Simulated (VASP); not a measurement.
# MoS2 (R-3m) in VASP: notebook

Runs on MoS2. Level: PBE. Tasks: single point.

Program: VASP 6.6.1. These are calculated values, not measurements. Logs are shortened: lines on timing, memory, paths and dates and some standing lists are left out, and cuts for length are marked.

## 1. The structure

Symmetry: R-3m, No. 166, trigonal system. The conventional cell has a = 3.171 Å, b = 3.171 Å, c = 18.345 Å, α = 90.00°, β = 90.00°, γ = 120.00°. Mo (site symmetry -3m) is surrounded by 6 S at 2.39 Å. S (site symmetry 3m) has 3 Mo at 2.39 Å as nearest neighbours.

Measurements of this composition are mostly on another form, of space group No. 194.

## 2. Single point, PBE, spin-orbit coupling, no magnetisation

INCAR

```
SYSTEM = MoS2
PREC = Accurate
ENCUT = 500
EDIFF = 1E-7
ISMEAR = 0
SIGMA = 0.02
LREAL = .FALSE.
LASPH = .TRUE.
NELM = 100
ALGO = Normal
ISIF = 2
LWAVE = .FALSE.
LCHARG = .FALSE.
LNONCOLLINEAR = .TRUE.
MAGMOM = 0 0 0 0 0 0 0 0 0
LORBIT = 11
LSORBIT = .TRUE.
GGA_COMPAT = .FALSE.
LMAXMIX = 4
GGA = PE
NBANDS = 42
```

KPOINTS

```
Automatic mesh
0
G
  8 8 8
  0 0 0
```

POSCAR

```
MoS2
1.0
    1.5855000000      0.9153888518      6.1149966667
   -1.5855000000      0.9153888518      6.1149966667
    0.0000000000     -1.8307777036      6.1149966667
Mo S
1 2
Direct
    0.0000000000      0.0000000000      0.0000000000
    0.2500000000      0.2500000000      0.2500000000
    0.7500000000      0.7500000000      0.7500000000
```

Potentials or basis: VASP PAW PBE potentials, release 64 (Mo_sv, S).

The run is started by

```console
$ cat potpaw_PBE.64/Mo_sv/POTCAR potpaw_PBE.64/S/POTCAR > POTCAR
$ mpirun -np 1 vasp_ncl > vasp.out
```

OUTCAR:

```text
SYSTEM = MoS2
   PREC = Accurate
   ENCUT = 500
   EDIFF = 1E-7
   ISMEAR = 0
   LREAL = .FALSE.
   LASPH = .TRUE.
   NELM = 100
   ISIF = 2
   LNONCOLLINEAR = .TRUE.
   LORBIT = 11
   LSORBIT = .TRUE.
   GGA = PE

 Found     65 irreducible k-points:

 Following reciprocal coordinates:
            Coordinates               Weight
  0.000000  0.000000  0.000000      1.000000
  0.125000  0.000000  0.000000      6.000000
  0.250000  0.000000  0.000000      6.000000
  0.375000  0.000000  0.000000      6.000000
  0.500000  0.000000  0.000000      3.000000
  0.125000  0.125000  0.000000      6.000000
   k-points           NKPTS =     65   k-points in BZ     NKDIM =     65   number of bands    NBANDS=     42
   number of dos      NEDOS =    301   number of ions     NIONS =      3
   total plane-waves  NPLWV = 110592
   dimension x,y,z NGX =    48 NGY =   48 NGZ =   48
   dimension x,y,z NGXF=    96 NGYF=   96 NGZF=   96
   ions per type =               1   2
   NGX,Y,Z   is equivalent  to a cutoff of  12.50, 12.50, 12.50 a.u.
   NGXF,Y,Z  is equivalent  to a cutoff of  25.00, 25.00, 25.00 a.u.
 SYSTEM =  MoS2
   PREC   = accura    normal or accurate (medium, high low for compatibility)
   ISTART =      0    job   : 0-new  1-cont  2-samecut
   ICHARG =      2    charge: 1-file 2-atom 10-const
   ISPIN  =      1    spin polarized calculation?
   LNONCOLLINEAR =      T non collinear calculations
   LSORBIT =      T    spin-orbit coupling
   LASPH  =      T    aspherical Exc in radial PAW
   ENCUT  =  500.0 eV  36.75 Ry    6.06 a.u.  11.64 11.64 11.64*2*pi/ulx,y,z
   NELM   =    100;   NELMIN=  2; NELMDL= -5     # of ELM steps
   EDIFF  = 0.1E-06   stopping-criterion for ELM
   LREAL  =      F    real-space projection
[... 7 lines left out ...]
   TEBEG  =    0.0;   TEEND  =   0.0 temperature during run
   PSTRESS=    0.0 pullay stress
   NELECT =      26.0000    total number of electrons
   NUPDOWN=      -1.0000    fix difference up-down
   EMIN   =  10.00;   EMAX   =-10.00  energy-range for DOS
   EFERMI =   0.00;   METHOD = LEGACY
   ISMEAR =     0;   SIGMA  =   0.02  broadening in eV -4-tet -1-fermi 0-gaus
   EFERMI_NEDOS =   21; number of points for ismear=-14 and -15
   IALGO  =     38    algorithm
   IMIX   =      4    mixing-type and parameters
     AMIX     =   0.40;   BMIX     =  1.00
     AMIX_MAG =   1.60;   BMIX_MAG =  1.00
  volume/ion in A,a.u.               =      17.75       119.78
  Fermi-wavevector in a.u.,A,eV,Ry     =   1.289118  2.436081 22.610522  1.661826
  Thomas-Fermi vector in A             =   2.421031
   LORBIT       =     11    0 simple, 1 ext, 2 COOP (PROOUT), +10 PAW based schemes
   GGA     = PE    functional components
   LHFCALC =     F    Hartree Fock is set to
   AEXX    =    0.0000 exact exchange contribution
   IVDW    =     0    specifies the selected vdW correction
   LEPSILON=     F    determine dielectric tensor
   LRPA    =     F    only Hartree local field effects (RPA)
 Gauss-broadening in eV      SIGMA  =   0.02
  energy-cutoff  :      500.00
  volume of cell :       53.25
 maximum number of plane-waves:      2732
   NGX = 23   NGY = 23   NGZ = 23

 number of electron      25.9999998 magnetization       0.0000000      0.0000000      0.0000000

 number of electron      25.9999998 magnetization      -0.0000000     -0.0000000      0.0000000

 number of electron      25.9999998 magnetization      -0.0000000      0.0000000      0.0000000

 Free energy of the ion-electron system (eV)
  ---------------------------------------------------
  ext. energy  EPLUGINS =         0.00000000
  ---------------------------------------------------
  free energy    TOTEN  =       -21.02341580 eV

  energy without entropy =      -21.02324693  energy(sigma->0) =      -21.02333136

 E-fermi :   7.7828     XC(G=0): -10.8254

 val. band max:        7.7390112736   @ k =  -0.3750   0.3750   0.1250
 cond. band min:       7.7964815464   @ k =  -0.3750   0.2500   0.0000
 fundamental gap:      0.0574702728
 Fermi energy:         7.7828477365

 k-point     1 :       0.0000    0.0000    0.0000
  band No.  band energies     occupation
      1     -53.9909      1.00000
      2     -53.9909      1.00000
      3     -29.6480      1.00000
      4     -29.6480      1.00000
      5     -27.2525      1.00000
      6     -27.2525      1.00000
[... 30 lines left out ...]
     37      14.5501      0.00000
     38      14.5501      0.00000

 k-point     2 :       0.1250    0.0000    0.0000
  band No.  band energies     occupation
      1     -53.9851      1.00000
      2     -53.9851      1.00000
      3     -29.6651      1.00000
      4     -29.6651      1.00000
      5     -27.2628      1.00000
      6     -27.2628      1.00000
[... 30 lines left out ...]
     37      15.3108      0.00000
     38      15.3108      0.00000

 k-point     3 :       0.2500    0.0000    0.0000
  band No.  band energies     occupation
      1     -53.9708      1.00000
      2     -53.9708      1.00000
      3     -29.7084      1.00000
      4     -29.7084      1.00000
      5     -27.3463      1.00000
      6     -27.3463      1.00000
[... 30 lines left out ...]
     37      15.7688      0.00000
     38      15.7688      0.00000

 k-point     4 :       0.3750    0.0000    0.0000
  band No.  band energies     occupation
      1     -53.9565      1.00000
      2     -53.9565      1.00000
      3     -29.7545      1.00000
      4     -29.7545      1.00000
      5     -27.4428      1.00000
      6     -27.4428      1.00000
[... 30 lines left out ...]
     37      15.1361      0.00000
     38      15.1361      0.00000

 k-point     5 :       0.5000    0.0000    0.0000
  band No.  band energies     occupation
      1     -53.9506      1.00000
      2     -53.9506      1.00000
      3     -29.7745      1.00000
      4     -29.7745      1.00000
      5     -27.4818      1.00000
      6     -27.4818      1.00000
[... 30 lines left out ...]
     37      14.7719      0.00000
     38      14.7719      0.00000

 k-point     6 :       0.1250    0.1250    0.0000
  band No.  band energies     occupation
      1     -53.9850      1.00000
      2     -53.9850      1.00000
      3     -29.6651      1.00000
      4     -29.6651      1.00000
      5     -27.2628      1.00000
      6     -27.2628      1.00000
[... 30 lines left out ...]
     37      15.3896      0.00000
     38      15.3896      0.00000

 [... further k-points ...]

 [bands above 38 left out]

------------------------ aborting loop because EDIFF is reached ----------------------------------------

  FORCE on cell =-STRESS in cart. coord.  units (eV):
  Direction    XX          YY          ZZ          XY          YZ          ZX
  --------------------------------------------------------------------------------------
  -------------------------------------------------------------------------------------
  Total        2.1776416      2.1776416      3.4924082     -0.0000000      0.0000000      0.0000000
  in kB       65.5205669     65.5205669    105.0790746     -0.0000000      0.0000000      0.0000000
  external PRESSURE =      78.7067361 kB  Pullay stress =       0.0000000 kB

 VOLUME and BASIS-vectors are now :
 -----------------------------------------------------------------------------
  energy-cutoff  :      500.00
  volume of cell :       53.25
      direct lattice vectors                 reciprocal lattice vectors
     1.585500000  0.915388852  6.114996667     0.315357931  0.182071986  0.054510796
    -1.585500000  0.915388852  6.114996667    -0.315357931  0.182071986  0.054510796
     0.000000000 -1.830777704  6.114996667     0.000000000 -0.364143973  0.054510796

 POSITION                                       TOTAL-FORCE (eV/Angst)
 -----------------------------------------------------------------------------------
      0.00000      0.00000      0.00000         0.000000     -0.000000      0.000000
      0.00000      0.00000      4.58625         0.000000      0.000000     -0.990605
      0.00000      0.00000     13.75874         0.000000     -0.000000      0.990605
 -----------------------------------------------------------------------------------
    total drift:                               -0.000000     -0.000000      0.000000

  FREE ENERGIE OF THE ION-ELECTRON SYSTEM (eV)
  ---------------------------------------------------
  free  energy   TOTEN  =       -21.0234158005 eV

  energy  without entropy=      -21.0232469291  energy(sigma->0) =      -21.02333136

 Spin-Orbit-Coupling matrix elements

 Ion:    1  E_soc:     -0.1967355
 l=   1
     0.0000000    -0.0294583    -0.0292591
    -0.0294583     0.0000000    -0.0294583
    -0.0292591    -0.0294583     0.0000000
 l=   2
     0.0000000    -0.0005386     0.0000000    -0.0005386    -0.0033608
    -0.0005386     0.0000000    -0.0021780    -0.0003208    -0.0005386
     0.0000000    -0.0021780     0.0000000    -0.0021780     0.0000000
    -0.0005386    -0.0003208    -0.0021780     0.0000000    -0.0005386
    -0.0033608    -0.0005386     0.0000000    -0.0005386     0.0000000
 l=   3
     0.0000000     0.0000000     0.0000000     0.0000000     0.0000000     0.0000000     0.0000000
     0.0000000     0.0000000     0.0000000     0.0000000     0.0000000     0.0000000     0.0000000
     0.0000000     0.0000000     0.0000000     0.0000000     0.0000000     0.0000000     0.0000000
     0.0000000     0.0000000     0.0000000     0.0000000     0.0000000     0.0000000     0.0000000
     0.0000000     0.0000000     0.0000000     0.0000000     0.0000000     0.0000000     0.0000000
     0.0000000     0.0000000     0.0000000     0.0000000     0.0000000     0.0000000     0.0000000
     0.0000000     0.0000000     0.0000000     0.0000000     0.0000000     0.0000000     0.0000000

 Ion:    2  E_soc:     -0.0025974
 l=   1
     0.0000000    -0.0004332    -0.0004324
    -0.0004332     0.0000000    -0.0004332
    -0.0004324    -0.0004332     0.0000000
 l=   2
     0.0000000     0.0000000     0.0000000     0.0000000     0.0000000
     0.0000000     0.0000000     0.0000000     0.0000000     0.0000000
     0.0000000     0.0000000     0.0000000     0.0000000     0.0000000
     0.0000000     0.0000000     0.0000000     0.0000000     0.0000000
     0.0000000     0.0000000     0.0000000     0.0000000     0.0000000
 l=   3
     0.0000000     0.0000000     0.0000000     0.0000000     0.0000000     0.0000000     0.0000000
     0.0000000     0.0000000     0.0000000     0.0000000     0.0000000     0.0000000     0.0000000
     0.0000000     0.0000000     0.0000000     0.0000000     0.0000000     0.0000000     0.0000000
     0.0000000     0.0000000     0.0000000     0.0000000     0.0000000     0.0000000     0.0000000
     0.0000000     0.0000000     0.0000000     0.0000000     0.0000000     0.0000000     0.0000000
     0.0000000     0.0000000     0.0000000     0.0000000     0.0000000     0.0000000     0.0000000
     0.0000000     0.0000000     0.0000000     0.0000000     0.0000000     0.0000000     0.0000000

 Ion:    3  E_soc:     -0.0025974
 l=   1
     0.0000000    -0.0004332    -0.0004324
    -0.0004332     0.0000000    -0.0004332
    -0.0004324    -0.0004332     0.0000000
 l=   2
     0.0000000     0.0000000     0.0000000     0.0000000     0.0000000
     0.0000000     0.0000000     0.0000000     0.0000000     0.0000000
     0.0000000     0.0000000     0.0000000     0.0000000     0.0000000
     0.0000000     0.0000000     0.0000000     0.0000000     0.0000000
     0.0000000     0.0000000     0.0000000     0.0000000     0.0000000
 l=   3
     0.0000000     0.0000000     0.0000000     0.0000000     0.0000000     0.0000000     0.0000000
     0.0000000     0.0000000     0.0000000     0.0000000     0.0000000     0.0000000     0.0000000
     0.0000000     0.0000000     0.0000000     0.0000000     0.0000000     0.0000000     0.0000000
     0.0000000     0.0000000     0.0000000     0.0000000     0.0000000     0.0000000     0.0000000
     0.0000000     0.0000000     0.0000000     0.0000000     0.0000000     0.0000000     0.0000000
     0.0000000     0.0000000     0.0000000     0.0000000     0.0000000     0.0000000     0.0000000
     0.0000000     0.0000000     0.0000000     0.0000000     0.0000000     0.0000000     0.0000000

 total charge

# of ion       s       p       d       tot
------------------------------------------
    1        2.305   6.235   3.960  12.500
    2        1.367   2.345   0.000   3.711
    3        1.367   2.345   0.000   3.711
--------------------------------------------------
tot          5.038  10.925   3.960  19.922

 magnetization (x)

# of ion       s       p       d       tot
------------------------------------------
    1       -0.000  -0.000   0.000  -0.000
    2        0.000  -0.000   0.000  -0.000
    3        0.000  -0.000   0.000  -0.000
--------------------------------------------------
tot          0.000  -0.000   0.000  -0.000

 magnetization (y)

# of ion       s       p       d       tot
------------------------------------------
    1       -0.000   0.000   0.000   0.000
    2        0.000   0.000   0.000   0.000
    3        0.000   0.000   0.000   0.000
--------------------------------------------------
tot         -0.000   0.000   0.000   0.000

 magnetization (z)

# of ion       s       p       d       tot
------------------------------------------
    1        0.000   0.000   0.000   0.000
    2        0.000   0.000   0.000   0.000
    3        0.000   0.000   0.000   0.000
--------------------------------------------------
tot          0.000   0.000   0.000   0.000
```

Wall time 12 min (1 thread of Intel Xeon 6975P-C (Granite Rapids), shared host); peak memory 0.8 GiB.

These settings aren't checked as converged: the numbers below hold their error.

Results:

* Free energy: -21.0234 eV
* Pressure: 7.9 GPa
* Largest force: 0.991 eV/Å
* Valence electrons inside the program's atomic spheres: Mo 12.50; S 3.71

Caveat: the cell's inner coordinates are idealised or old, which leaves forces on the atoms.

[end of part 1 of 2]
